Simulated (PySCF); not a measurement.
Ground-state electric properties of a mixed set of molecules.

All values: CAM-B3LYP/def2-SVPD (PySCF) at GFN2-xTB geometries, gas phase, one conformer each. Core orbitals are frozen in the response; Δα² is half the sum of the squared differences of the principal polarisabilities.

Question: Rank by mean static polarisability, lowest first.
A. `N#CC=S`
B. `FC(F)(F)C(F)(F)C(F)(F)F`
C. `CC(=O)N(C)C`
D. `C(F)(F)(c1[nH]nnc1C)F`
E. `N[SiH2]O[Si@@H]1CN[SiH2]1`
F. `CN[Si@@H]1[SiH2]O[Si@H]1N`

Answer: B (6.61 Å³), A (7.34 Å³), C (9.08 Å³), D (10.05 Å³), E (15.66 Å³), F (16.54 Å³).

Question: Rank by dipole moment, lowest first.
A. perfluoropropane (`FC(F)(F)C(F)(F)C(F)(F)F`)
B. `[CH3:1][C:2](=[O:3])[N:4]([CH3:5])[CH3:6]` with C1–C2–N4–C5 -176°
C. `[NH2:1][Si@@H:2]([CH:3]=[O:4])[N:5]([SiH3:6])[SiH3:7]` with H–N1–Si2–C3 174° and -50°, N1–Si2–C3–O4 136°, N1–Si2–N5–Si6 51°
D. `[NH2:1][SiH2:2][O:3][Si@@H:4]1[CH2:5][NH:6][SiH2:7]1` with H–N1–Si2–O3 -179° and 43°, N1–Si2–O3–Si4 68°, Si2–O3–Si4–C5 108°
E. `[NH2:1][Si@@H:2]1[NH:3][SiH2:4][CH2:5][O:6][SiH2:7]1` with H–N1–Si2–N3 169° and -53°, N1–Si2–N3–Si4 -128°, Si2–N3–Si4–C5 -17°, N3–Si4–C5–O6 55°, Si4–C5–O6–Si7 -67°
F. `Cc1nn[nH]c1C(F)(F)F`

Answer: A (0.05 D), D (1.09 D), F (1.64 D), E (2.21 D), C (2.58 D), B (4.07 D).

All values together:

```
                      SMILES     formula  μ (D)  HOMO (eV)  LUMO (eV)  α (Å³)  Δα (Å³)  electrons  α per electron (Å³)
                      N#CC=S       C2HNS   2.64      -9.10      -2.92    7.34     5.75         36                0.204
                 CC(=O)N(C)C      C4H9NO   4.07      -8.33       1.04    9.08     3.13         48                0.189
N[Si@@H](C=O)N([SiH3])[SiH3]  CH10N2OSi3   2.58      -8.53      -0.69   15.45     3.90         80                0.193
   N[Si@@H]1N[SiH2]CO[SiH2]1  CH10N2OSi3   2.21      -8.45       0.28   15.41     2.71         80                0.193
   CN[Si@@H]1[SiH2]O[Si@H]1N  CH10N2OSi3   2.10      -7.57       0.13   16.54     3.70         80                0.207
   N[SiH2]O[Si@@H]1CN[SiH2]1  CH10N2OSi3   1.09      -7.90       0.72   15.66     2.85         80                0.196
     FC(F)(F)C(F)(F)C(F)(F)F        C3F8   0.05     -12.72       1.13    6.61     0.43         90                0.073
         Cc1nn[nH]c1C(F)(F)F    C4H4F3N3   1.64      -9.37       0.10   10.05     4.17         76                0.132
```

Conformers: `[CH3:1][C:2](=[O:3])[N:4]([CH3:5])[CH3:6]` with C1–C2–N4–C5 -176°; `[NH2:1][Si@@H:2]([CH:3]=[O:4])[N:5]([SiH3:6])[SiH3:7]` with H–N1–Si2–C3 174° and -50°, N1–Si2–C3–O4 136°, N1–Si2–N5–Si6 51°; `[NH2:1][Si@@H:2]1[NH:3][SiH2:4][CH2:5][O:6][SiH2:7]1` with H–N1–Si2–N3 169° and -53°, N1–Si2–N3–Si4 -128°, Si2–N3–Si4–C5 -17°, N3–Si4–C5–O6 55°, Si4–C5–O6–Si7 -67°; `[CH3:1][NH:2][Si@@H:3]1[SiH2:4][O:5][Si@H:6]1[NH2:7]` with C1–N2–Si3–Si4 -92°, O5–Si6–N7–H -38° and -174°; `[NH2:1][SiH2:2][O:3][Si@@H:4]1[CH2:5][NH:6][SiH2:7]1` with H–N1–Si2–O3 -179° and 43°, N1–Si2–O3–Si4 68°, Si2–O3–Si4–C5 108°.

Question: How closely does the mean polarisability follow the number of electrons in this set?

Answer: The correlation coefficient is 0.47; α per electron runs from 0.073 to 0.207 Å³.
